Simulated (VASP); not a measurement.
Te2Mo:

```
CELL_PARAMETERS angstrom
6.33000 0.00000 0.00000
0.00000 3.46900 0.00000
-0.94679 0.00000 13.82762
ATOMIC_POSITIONS crystal
Te 0.55680 0.75000 0.35160
Te 0.44320 0.25000 0.64840
Te 0.58880 0.25000 0.10450
Te 0.41120 0.75000 0.89550
Te 0.09700 0.75000 0.14860
Te 0.90300 0.25000 0.85140
Te 0.05630 0.25000 0.39550
Te 0.94370 0.75000 0.60450
Mo 0.31810 0.75000 0.50660
Mo 0.68190 0.25000 0.49340
Mo 0.18330 0.25000 0.00740
Mo 0.81670 0.75000 0.99260
```

```yaml
Program: VASP 6.6.1
Task: relaxation of cell and atoms
Functional: rev-vdW-DF2
Potentials_or_basis: VASP PAW PBE potentials, release 64 (Te, Mo_sv)
Cutoff: 600 eV
k_mesh: 4 × 8 × 2
Occupations: gaussian, width 0.03 eV
Spin: no spin polarisation
```

At the start: pressure 1.2 GPa; volume 25.30 Å³/atom.

Question: Where does the relaxation end?

Answer: Over 25 steps the energy falls by 2.2 meV/atom and the volume is 25.52 Å³/atom (+0.9 %); space group P2_1/m (No. 11, to 0.05 Å).

The path:
```csv
step,energy change (eV),largest force (eV/Å),pressure (GPa),volume (Å³)
1,0.0000,0.2260,1.22,303.64
2,0.0104,0.2863,-1.70,312.20
3,-0.0186,0.1679,-0.10,307.41
4,-0.0222,0.0524,-0.03,307.46
5,-0.0224,0.0706,-0.02,307.48
6,-0.0239,0.0561,0.01,307.34
7,-0.0245,0.0421,0.03,307.19
8,-0.0249,0.0271,-0.09,307.42
9,-0.0249,0.0270,-0.09,307.41
10,-0.0252,0.0325,0.02,306.98
11,-0.0252,0.0332,0.02,306.95
12,-0.0254,0.0152,0.02,306.89
13,-0.0255,0.0188,0.03,306.86
14,-0.0255,0.0118,-0.07,307.03
15,-0.0255,0.0129,-0.07,307.00
16,-0.0256,0.0117,-0.04,306.93
17,-0.0257,0.0173,-0.05,306.75
18,-0.0255,0.0611,-0.03,306.37
19,-0.0257,0.0274,-0.03,306.66
20,-0.0258,0.0181,0.00,306.43
21,-0.0258,0.0242,0.07,306.12
22,-0.0258,0.0208,0.06,306.21
23,-0.0259,0.0139,0.01,306.21
24,-0.0259,0.0154,0.01,306.21
25,-0.0260,0.0089,-0.03,306.24
```

Final structure:
```xyz
12
Lattice="6.3461 0.0000 0.0134 0.0000 3.5035 0.0000 -0.9199 0.0000 13.7718" Properties=species:S:1:pos:R:3 pbc="T T T"
Te    3.2295    2.6276    4.8286
Te    2.1967    0.8759    8.9566
Te    3.6368    0.8759    1.4428
Te    1.7894    2.6276   12.3424
Te    0.4742    2.6276    2.0721
Te    4.9520    0.8759   11.7131
Te   -0.0038    0.8759    5.4476
Te    5.4300    2.6276    8.3377
Mo    1.5733    2.6276    6.9829
Mo    3.8529    0.8759    6.8023
Mo    1.1395    0.8759    0.1091
Mo    4.2867    2.6276   13.6762
```

Caveat: the PAW data sets were made with another functional, which shifts forces and pressure a little.
